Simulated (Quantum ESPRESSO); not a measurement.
# CsPbCl3 (Pm-3m) in Quantum ESPRESSO: a series of runs

Aim: see how the results for CsPbCl3 move with the level of theory and the settings. Levels: PBE, r2SCAN. Tasks: band structure.

Everything below comes from runs of Quantum ESPRESSO 7.5. Logs are shortened: lines on timing, memory, paths and dates and some standing lists are left out, and cuts for length are marked.

**1. The crystal as given**

Symmetry: Pm-3m, No. 221, cubic system. Conventional cell: a = 5.605 Å, b = 5.605 Å, c = 5.605 Å, α = 90.00°, β = 90.00°, γ = 90.00°. Pb (site symmetry m-3m) has 6 Cl at 2.80 Å as nearest neighbours. Around Cs (site symmetry m-3m) lie 12 Cl at 3.96 Å. Cl (site symmetry 4/mmm) has 2 Pb at 2.80 Å as nearest neighbours.

**2. Band structure, PBE**

File pw.in:

```
&CONTROL
  calculation = 'scf'
  prefix = 'pwscf'
  outdir = './tmp'
  pseudo_dir = './pseudo'
  tprnfor = .true.
  tstress = .true.
  disk_io = 'low'
/
&SYSTEM
  ibrav = 0
  nat = 5
  ntyp = 3
  ecutwfc = 55
  ecutrho = 440
  nbnd = 31
  occupations = 'smearing'
  smearing = 'fd'
  degauss = 0.00367493
/
&ELECTRONS
  conv_thr = 1d-09
  electron_maxstep = 120
  mixing_beta = 0.5
/
ATOMIC_SPECIES
Pb   207.2000 Pb.pbe-dn-kjpaw_psl.0.2.2.UPF
Cs   132.9055 Cs_pbe_v1.uspp.F.UPF
Cl    35.4500 cl_pbe_v1.4.uspp.F.UPF
CELL_PARAMETERS angstrom
   5.6050000000    0.0000000000    0.0000000000
   0.0000000000    5.6050000000    0.0000000000
   0.0000000000    0.0000000000    5.6050000000
ATOMIC_POSITIONS crystal
Pb     0.5000000000    0.5000000000    0.5000000000
Cs     0.0000000000    0.0000000000    0.0000000000
Cl     0.5000000000    0.0000000000    0.5000000000
Cl     0.0000000000    0.5000000000    0.5000000000
Cl     0.5000000000    0.5000000000    0.0000000000
K_POINTS automatic
5 5 5 0 0 0
```

File bands.in:

```
&CONTROL
  calculation = 'bands'
  prefix = 'pwscf'
  outdir = './tmp'
  pseudo_dir = './pseudo'
  disk_io = 'low'
  verbosity = 'high'
/
&SYSTEM
  ibrav = 0
  nat = 5
  ntyp = 3
  ecutwfc = 55
  ecutrho = 440
  nbnd = 31
  occupations = 'smearing'
  smearing = 'fd'
  degauss = 0.00367493
/
&ELECTRONS
  conv_thr = 1d-08
  electron_maxstep = 120
  mixing_beta = 0.5
  diago_full_acc = .true.
  startingwfc = 'random'
/
ATOMIC_SPECIES
Pb   207.2000 Pb.pbe-dn-kjpaw_psl.0.2.2.UPF
Cs   132.9055 Cs_pbe_v1.uspp.F.UPF
Cl    35.4500 cl_pbe_v1.4.uspp.F.UPF
CELL_PARAMETERS angstrom
   5.6050000000    0.0000000000    0.0000000000
   0.0000000000    5.6050000000    0.0000000000
   0.0000000000    0.0000000000    5.6050000000
ATOMIC_POSITIONS crystal
Pb     0.5000000000    0.5000000000    0.5000000000
Cs     0.0000000000    0.0000000000    0.0000000000
Cl     0.5000000000    0.0000000000    0.5000000000
Cl     0.0000000000    0.5000000000    0.5000000000
Cl     0.5000000000    0.5000000000    0.0000000000
K_POINTS crystal
60
 0.0000000000  0.0000000000  0.0000000000 1
 0.0000000000  0.0714285714  0.0000000000 1
 0.0000000000  0.1428571429  0.0000000000 1
 0.0000000000  0.2142857143  0.0000000000 1
 0.0000000000  0.2857142857  0.0000000000 1
 0.0000000000  0.3571428571  0.0000000000 1
 0.0000000000  0.4285714286  0.0000000000 1
 0.0000000000  0.5000000000  0.0000000000 1
 0.0714285714  0.5000000000  0.0000000000 1
 0.1428571429  0.5000000000  0.0000000000 1
 0.2142857143  0.5000000000  0.0000000000 1
 0.2857142857  0.5000000000  0.0000000000 1
 0.3571428571  0.5000000000  0.0000000000 1
 0.4285714286  0.5000000000  0.0000000000 1
 0.5000000000  0.5000000000  0.0000000000 1
 0.4545454545  0.4545454545  0.0000000000 1
 0.4090909091  0.4090909091  0.0000000000 1
 0.3636363636  0.3636363636  0.0000000000 1
 0.3181818182  0.3181818182  0.0000000000 1
 0.2727272727  0.2727272727  0.0000000000 1
 0.2272727273  0.2272727273  0.0000000000 1
 0.1818181818  0.1818181818  0.0000000000 1
 0.1363636364  0.1363636364  0.0000000000 1
 0.0909090909  0.0909090909  0.0000000000 1
 0.0454545455  0.0454545455  0.0000000000 1
 0.0000000000  0.0000000000  0.0000000000 1
 0.0357142857  0.0357142857  0.0357142857 1
 0.0714285714  0.0714285714  0.0714285714 1
 0.1071428571  0.1071428571  0.1071428571 1
 0.1428571429  0.1428571429  0.1428571429 1
 0.1785714286  0.1785714286  0.1785714286 1
 0.2142857143  0.2142857143  0.2142857143 1
 0.2500000000  0.2500000000  0.2500000000 1
 0.2857142857  0.2857142857  0.2857142857 1
 0.3214285714  0.3214285714  0.3214285714 1
 0.3571428571  0.3571428571  0.3571428571 1
 0.3928571429  0.3928571429  0.3928571429 1
 0.4285714286  0.4285714286  0.4285714286 1
 0.4642857143  0.4642857143  0.4642857143 1
 0.5000000000  0.5000000000  0.5000000000 1
 0.4545454545  0.5000000000  0.4545454545 1
 0.4090909091  0.5000000000  0.4090909091 1
 0.3636363636  0.5000000000  0.3636363636 1
 0.3181818182  0.5000000000  0.3181818182 1
 0.2727272727  0.5000000000  0.2727272727 1
 0.2272727273  0.5000000000  0.2272727273 1
 0.1818181818  0.5000000000  0.1818181818 1
 0.1363636364  0.5000000000  0.1363636364 1
 0.0909090909  0.5000000000  0.0909090909 1
 0.0454545455  0.5000000000  0.0454545455 1
 0.0000000000  0.5000000000  0.0000000000 1
 0.5000000000  0.5000000000  0.0000000000 1
 0.5000000000  0.5000000000  0.0625000000 1
 0.5000000000  0.5000000000  0.1250000000 1
 0.5000000000  0.5000000000  0.1875000000 1
 0.5000000000  0.5000000000  0.2500000000 1
 0.5000000000  0.5000000000  0.3125000000 1
 0.5000000000  0.5000000000  0.3750000000 1
 0.5000000000  0.5000000000  0.4375000000 1
 0.5000000000  0.5000000000  0.5000000000 1
```

Potentials or basis: SSSP 1.3 efficiency PBE.

On the command line:

```
$ OMP_NUM_THREADS=1 mpirun -n 2 pw.x -nk 2 -in pw.in > pw.out
$ OMP_NUM_THREADS=1 mpirun -n 2 pw.x -nk 2 -in bands.in > bands.out
```

pw.out:

```text
This program is part of the open-source Quantum ESPRESSO suite
     for quantum simulation of materials; please cite
         "P. Giannozzi et al., J. Phys.:Condens. Matter 21 395502 (2009);
         "P. Giannozzi et al., J. Phys.:Condens. Matter 29 465901 (2017);
         "P. Giannozzi et al., J. Chem. Phys. 152 154105 (2020);
     in publications or presentations arising from this work. More details at

     file Pb.pbe-dn-kjpaw_psl.0.2.2.UPF: wavefunction(s)  6S renormalized
     Message from routine setup:
     using ibrav=0 with symmetry is DISCOURAGED, use correct ibrav instead
[... 6 lines left out ...]
     --------------------
     sticks:   dense  smooth     PW     G-vecs:    dense   smooth      PW
     Sum        3937    1961    553               185183    65267    9771

     Using Slab Decomposition

     bravais-lattice index     =            0
     lattice parameter (alat)  =      10.5919  a.u.
     unit-cell volume          =    1188.2928 (a.u.)^3
     number of atoms/cell      =            5
     number of atomic types    =            3
     number of electrons       =        44.00
     number of Kohn-Sham states=           31
     kinetic-energy cutoff     =      55.0000  Ry
     charge density cutoff     =     440.0000  Ry
     scf convergence threshold =      1.0E-09
     mixing beta               =       0.5000
     number of iterations used =            8  plain     mixing
     Exchange-correlation=  SLA  PW   PBX  PBC
                           (   1   4   3   4   0   0   0)

     celldm(1)=  10.591915  celldm(2)=   0.000000  celldm(3)=   0.000000
     celldm(4)=   0.000000  celldm(5)=   0.000000  celldm(6)=   0.000000

     crystal axes: (cart. coord. in units of alat)
               a(1) = (   1.000000   0.000000   0.000000 )
               a(2) = (   0.000000   1.000000   0.000000 )
               a(3) = (   0.000000   0.000000   1.000000 )

     reciprocal axes: (cart. coord. in units 2 pi/alat)
               b(1) = (  1.000000  0.000000  0.000000 )
               b(2) = (  0.000000  1.000000  0.000000 )
               b(3) = (  0.000000  0.000000  1.000000 )

     PseudoPot. # 1 for Pb read from file:
     Pb.pbe-dn-kjpaw_psl.0.2.2.UPF
     Pseudo is Projector augmented-wave + core cor, Zval = 14.0
     Generated using "atomic" code by A. Dal Corso  v.5.0.99 svn rev. 10869
     Shape of augmentation charge: PSQ
     Using radial grid of 1281 points,  6 beta functions with:
                l(1) =   0
                l(2) =   0
                l(3) =   1
                l(4) =   1
                l(5) =   2
                l(6) =   2
     Q(r) pseudized with 0 coefficients

     PseudoPot. # 2 for Cs read from file:
     Cs_pbe_v1.uspp.F.UPF
     Pseudo is Ultrasoft + core correction, Zval =  9.0
     Generated by new atomic code, or converted to UPF format
     Using radial grid of  905 points,  6 beta functions with:
                l(1) =   0
                l(2) =   0
                l(3) =   1
                l(4) =   1
                l(5) =   2
                l(6) =   2
     Q(r) pseudized with  6 coefficients,  rinner =    1.500   1.500   1.500
                                                       1.500   1.500

     PseudoPot. # 3 for Cl read from file:
     cl_pbe_v1.4.uspp.F.UPF
     Pseudo is Ultrasoft + core correction, Zval =  7.0
     Generated by new atomic code, or converted to UPF format
     Using radial grid of  909 points,  6 beta functions with:
                l(1) =   0
                l(2) =   0
                l(3) =   1
                l(4) =   1
                l(5) =   2
                l(6) =   2
     Q(r) pseudized with  8 coefficients,  rinner =    1.300   1.300   1.300
                                                       1.300   1.300

     atomic species   valence    mass     pseudopotential
     Pb               14.00   207.20000     Pb( 1.00)
     Cs                9.00   132.90550     Cs( 1.00)
     Cl                7.00    35.45000     Cl( 1.00)

     48 Sym. Ops., with inversion, found

   Cartesian axes

     site n.     atom                  positions (alat units)
         1        Pb     tau(   1) = (   0.5000000   0.5000000   0.5000000  )
         2        Cs     tau(   2) = (   0.0000000   0.0000000   0.0000000  )
         3        Cl     tau(   3) = (   0.5000000   0.0000000   0.5000000  )
         4        Cl     tau(   4) = (   0.0000000   0.5000000   0.5000000  )
         5        Cl     tau(   5) = (   0.5000000   0.5000000   0.0000000  )

     number of k points=    10  Fermi-Dirac smearing, width (Ry)=  0.0037
                       cart. coord. in units 2pi/alat
        k(    1) = (   0.0000000   0.0000000   0.0000000), wk =   0.0160000
        k(    2) = (   0.0000000   0.0000000   0.2000000), wk =   0.0960000
        k(    3) = (   0.0000000   0.0000000   0.4000000), wk =   0.0960000
        k(    4) = (   0.0000000   0.2000000   0.2000000), wk =   0.1920000
        k(    5) = (   0.0000000   0.2000000   0.4000000), wk =   0.3840000
        k(    6) = (   0.0000000   0.4000000   0.4000000), wk =   0.1920000
        k(    7) = (   0.2000000   0.2000000   0.2000000), wk =   0.1280000
        k(    8) = (   0.2000000   0.2000000   0.4000000), wk =   0.3840000
        k(    9) = (   0.2000000   0.4000000   0.4000000), wk =   0.3840000
        k(   10) = (   0.4000000   0.4000000   0.4000000), wk =   0.1280000

     Dense  grid:   185183 G-vectors     FFT dimensions: (  72,  72,  72)

     Smooth grid:    65267 G-vectors     FFT dimensions: (  54,  54,  54)

     Initial potential from superposition of free atoms

     starting charge      43.9582, renormalised to      44.0000

     negative rho (up, down):  4.625E-02 0.000E+00
     Starting wfcs are   34 randomized atomic wfcs
     Checking if some PAW data can be deallocated...

     Self-consistent Calculation

     iteration #  1     ecut=    55.00 Ry     beta= 0.50
     Davidson diagonalization with overlap
     ethr =  1.00E-02,  avg # of iterations =  3.6

     Threshold (ethr) on eigenvalues was too large:
     Diagonalizing with lowered threshold

     Davidson diagonalization with overlap
     ethr =  4.81E-04,  avg # of iterations =  3.0

     negative rho (up, down):  4.709E-02 0.000E+00

     total energy              =   -1033.99476133 Ry
     estimated scf accuracy    <       0.20022021 Ry

     iteration #  2     ecut=    55.00 Ry     beta= 0.50
     Davidson diagonalization with overlap
     ethr =  4.55E-04,  avg # of iterations =  2.5

     negative rho (up, down):  4.585E-02 0.000E+00

     total energy              =   -1034.04692466 Ry
     estimated scf accuracy    <       0.00986302 Ry

     iteration #  3     ecut=    55.00 Ry     beta= 0.50
     Davidson diagonalization with overlap
     ethr =  2.24E-05,  avg # of iterations =  6.2
[... 51 lines left out ...]
     iteration #  9     ecut=    55.00 Ry     beta= 0.50
     Davidson diagonalization with overlap
     ethr =  1.73E-11,  avg # of iterations =  7.4

     negative rho (up, down):  4.493E-02 0.000E+00

     total energy              =   -1034.05383383 Ry
     estimated scf accuracy    <       0.00000002 Ry

     iteration # 10     ecut=    55.00 Ry     beta= 0.50
     Davidson diagonalization with overlap
     ethr =  1.73E-11,  avg # of iterations =  4.0

     negative rho (up, down):  4.493E-02 0.000E+00

     End of self-consistent calculation

          k = 0.0000 0.0000 0.0000 (  8217 PWs)   bands (ev):

   -17.1892 -12.6476 -12.6476 -12.4030 -12.4030 -12.4030 -11.0010 -10.1253
   -10.1253  -3.9912  -3.9912  -3.9912  -2.4541  -0.5025  -0.5025  -0.5025
     1.5321   1.5321   1.5321   1.6415   1.6415   1.6415   7.5226   8.4612
     8.4612   9.3710   9.3710   9.3710  10.3643  10.3643  10.3643

          k = 0.0000 0.0000 0.2000 (  8205 PWs)   bands (ev):

   -17.1884 -12.6476 -12.6122 -12.4035 -12.4035 -12.4030 -10.9524 -10.2363
   -10.1246  -3.9859  -3.9837  -3.9837  -2.9112  -0.4773  -0.4773   0.2700
     1.4919   1.4979   1.4979   1.6033   1.6033   1.6721   7.8794   8.7234
     8.7324   9.3535   9.4791   9.4791   9.5033  10.4173  10.4173

          k = 0.0000 0.0000 0.4000 (  8165 PWs)   bands (ev):

   -17.1872 -12.6474 -12.5526 -12.4044 -12.4044 -12.4030 -10.8020 -10.4904
   -10.1234  -3.9773  -3.9716  -3.9716  -3.3586  -0.4348  -0.4348   0.9319
     1.4292   1.4422   1.4422   1.5414   1.5414   2.2616   7.5073   8.7384
     9.2618   9.5040   9.5216   9.5216   9.8195  10.9179  10.9179
[... 38 lines left out ...]
   -17.1849 -12.5619 -12.4896 -12.4057 -12.4049 -12.4049 -10.6604 -10.5318
   -10.4126  -4.3589  -4.0172  -4.0125  -3.9820   0.2778   0.8329   1.0141
     1.0974   1.2493   1.6547   1.6935   1.8960   3.0748   6.8402   6.9212
     8.1565   9.5104   9.9208   9.9952  10.2468  10.3372  10.7742

          k = 0.4000 0.4000 0.4000 (  8192 PWs)   bands (ev):

   -17.1840 -12.4896 -12.4896 -12.4058 -12.4058 -12.4057 -10.6207 -10.5288
   -10.5288  -4.7174  -4.0348  -4.0348  -4.0220   0.9224   0.9868   0.9868
     1.1930   1.1930   1.8800   1.8800   1.9132   3.5670   6.5292   6.5292
     6.6991   9.3881   9.8568   9.8568   9.8716  10.7519  10.7519

     the Fermi energy is     5.0507 ev

!    total energy              =   -1034.05383384 Ry
     estimated scf accuracy    <          2.0E-10 Ry
     smearing contrib. (-TS)   =      -0.00000000 Ry
     internal energy E=F+TS    =   -1034.05383384 Ry

     The total energy is F=E-TS. E is the sum of the following terms:
     one-electron contribution =     -98.47846723 Ry
     hartree contribution      =      70.84373792 Ry
     xc contribution           =    -103.03352430 Ry
     ewald contribution        =    -174.94142209 Ry
     one-center paw contrib.   =    -728.44415814 Ry

     convergence has been achieved in  10 iterations

     negative rho (up, down):  4.493E-02 0.000E+00

     Forces acting on atoms (cartesian axes, Ry/au):

     atom    1 type  1   force =     0.00000000    0.00000000    0.00000000
     atom    2 type  2   force =     0.00000000    0.00000000    0.00000000
     atom    3 type  3   force =     0.00000000    0.00000000    0.00000000
     atom    4 type  3   force =     0.00000000    0.00000000    0.00000000
     atom    5 type  3   force =     0.00000000    0.00000000    0.00000000

     Total force =     0.000000     Total SCF correction =     0.000000

     Computing stress (Cartesian axis) and pressure

     negative rho (up, down):  4.493E-02 0.000E+00
          total   stress  (Ry/bohr**3)                   (kbar)     P=       17.11
   0.00011632   0.00000000   0.00000000           17.11        0.00        0.00
   0.00000000   0.00011632   0.00000000            0.00       17.11        0.00
   0.00000000   0.00000000   0.00011632            0.00        0.00       17.11

=------------------------------------------------------------------------------=
   JOB DONE.
=------------------------------------------------------------------------------=
```

Wall time 3.2 min (2 MPI ranks of AMD EPYC 9R45 (Zen 5), shared host); peak memory 0.9 GiB.

What came out:

```
Free energy             : -14069.0191 eV
Pressure                : 1.7 GPa
Band gap along the path : 1.94 eV, direct
```

Levels at the corners of the path, in eV from the valence-band top:
```
point  band 20  band 21  band 22  band 23  band 24  band 25
    Γ    -2.53    -2.53    -2.53     3.35     4.29     4.29
    X    -2.64    -2.64    -1.69     3.03     4.69     5.20
    M    -2.76    -2.22    -0.82     2.53     2.53     4.94
    Γ    -2.53    -2.53    -2.53     3.35     4.29     4.29
    R    -2.21    -2.21     0.00     1.94     1.94     1.94
    X    -2.64    -2.64    -1.69     3.03     4.69     5.20
    M    -2.76    -2.22    -0.82     2.53     2.53     4.94
    R    -2.21    -2.21     0.00     1.94     1.94     1.94
```

Caveat: some levels on the path didn't converge; spin-orbit coupling is left out, which moves the levels of the heavy elements.

**3. Band structure, r2SCAN**

Changes to pw.in since step 2:

```diff
@@ -13,5 +13,5 @@
   ntyp = 3
-  ecutwfc = 55
-  ecutrho = 440
+  ecutwfc = 58
   nbnd = 31
+  input_dft = 'r2scan'
   occupations = 'smearing'
@@ -19,5 +19,6 @@
   degauss = 0.00367493
+  nosym = .true.
 /
 &ELECTRONS
-  conv_thr = 1d-09
+  conv_thr = 1d-08
   electron_maxstep = 120
@@ -26,5 +27,5 @@
 ATOMIC_SPECIES
-Pb   207.2000 Pb.pbe-dn-kjpaw_psl.0.2.2.UPF
-Cs   132.9055 Cs_pbe_v1.uspp.F.UPF
-Cl    35.4500 cl_pbe_v1.4.uspp.F.UPF
+Pb   207.2000 Pb_ONCV_PBE-1.2.upf
+Cs   132.9055 Cs_ONCV_PBE-1.2.upf
+Cl    35.4500 Cl_ONCV_PBE-1.2.upf
 CELL_PARAMETERS angstrom
```

Changes to bands.in since step 2:

```diff
@@ -12,5 +12,5 @@
   ntyp = 3
-  ecutwfc = 55
-  ecutrho = 440
+  ecutwfc = 58
   nbnd = 31
+  input_dft = 'r2scan'
   occupations = 'smearing'
@@ -18,2 +18,3 @@
   degauss = 0.00367493
+  nosym = .true.
 /
@@ -27,5 +28,5 @@
 ATOMIC_SPECIES
-Pb   207.2000 Pb.pbe-dn-kjpaw_psl.0.2.2.UPF
-Cs   132.9055 Cs_pbe_v1.uspp.F.UPF
-Cl    35.4500 cl_pbe_v1.4.uspp.F.UPF
+Pb   207.2000 Pb_ONCV_PBE-1.2.upf
+Cs   132.9055 Cs_ONCV_PBE-1.2.upf
+Cl    35.4500 Cl_ONCV_PBE-1.2.upf
 CELL_PARAMETERS angstrom
```

Potentials or basis: SG15 PBE 1.2.

On the command line:

```
$ OMP_NUM_THREADS=1 mpirun -n 2 pw.x -nk 2 -in pw.in > pw.out
$ OMP_NUM_THREADS=1 mpirun -n 2 pw.x -nk 2 -in bands.in > bands.out
```

Wall time 5.4 min (2 MPI ranks of AMD EPYC 9R45 (Zen 5), shared host); peak memory 0.58 GiB.

Results (log left out):

```
Free energy             : -3318.5794 eV
Pressure                : 0.5 GPa
Band gap along the path : 2.46 eV, direct
```

Levels at the corners of the path, in eV from the valence-band top:
```
point  band 20  band 21  band 22  band 23  band 24  band 25
    Γ    -2.40    -2.40    -2.40     4.08     4.97     4.97
    X    -2.51    -2.51    -1.59     3.52     5.43     5.90
    M    -2.58    -2.08    -0.77     3.03     3.03     5.52
    Γ    -2.40    -2.40    -2.40     4.08     4.97     4.97
    R    -2.07    -2.07     0.00     2.46     2.46     2.46
    X    -2.51    -2.51    -1.59     3.52     5.43     5.90
    M    -2.58    -2.08    -0.77     3.03     3.03     5.52
    R    -2.07    -2.07     0.00     2.46     2.46     2.46
```

Caveat: the potentials were made for another functional, which shifts forces and pressure; this potential file gives levels or pressures that part from those of other sets; spin-orbit coupling is left out, which moves the levels of the heavy elements.
